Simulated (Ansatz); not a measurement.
Crystal: TiC.

```
Ti C
1.0
     0.00000    2.16572    2.16572
     2.16572    0.00000    2.16572
     2.16572    2.16572    0.00000
Ti C
1 1
Cartesian
  0.0000 0.0000 0.0000
  2.1657 2.1657 2.1657
```

The cell is a database's computed one.

Base run:

| Quantity | Value |
| --- | --- |
| Program | Ansatz 0.2.0 |
| Functional | PBEsol |
| Potentials or basis | all-electron PAW datasets made for the crystal |
| Cutoff | 340 eV (chosen from the basis error) |
| k mesh | 8 × 8 × 8 |
| Occupations | fermi-dirac, width 0.05 eV |
| Spin | no spin polarisation |

Its results: band gap on the k mesh none (metal or under the smearing width); pressure -6.7 GPa.

**Question.** The run is repeated on the same cell with these changes: functional from PBEsol to HSE06; cutoff from 340 eV (chosen from the basis error) to 380 eV (chosen from the basis error). What comes out?

**Answer.** Band gap on the k mesh none (metal or under the smearing width); pressure -5.0 GPa.

Caveats: the k mesh is thin for a metal, which can move the energy by tens of meV per atom.
